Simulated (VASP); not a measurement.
Given:

```yaml
crystal:
  lattice:
    - [6.08156, 0.00000, 0.00000]
    - [0.00000, 6.08156, 0.00000]
    - [0.00000, 0.00000, 6.08156]
  atoms:
    - { symbol: Cs, position: [0.00000, 0.00000, 0.00000] }
    - { symbol: Pb, position: [0.50000, 0.50000, 0.50000] }
    - { symbol: I, position: [0.50000, 0.00000, 0.50000] }
    - { symbol: I, position: [0.00000, 0.50000, 0.50000] }
    - { symbol: I, position: [0.50000, 0.50000, 0.00000] }
```

Calculation: PBEsol GGA, VASP's PBE PAW potentials (set 64) (plane waves; VASP). Settings: 520 eV cut-off, 4×4×4 Γ-centred mesh, Gaussian smearing of 0.050 eV, potentials Cs_sv Pb_d I.

### Question
Give the stress tensor in GPa (positive for a compressed cell).

### Answer

```
1.86  0.00  0.00
0.00  1.86  0.00
0.00  0.00  1.86
```
The pressure is its mean diagonal, 1.86 GPa.

The compound is CsPbI3 in the cubic perovskite structure, the ideal cubic form; the compound distorts at low or room temperature. This cell is one point of a volume scan, at 0.94 of the reference volume.
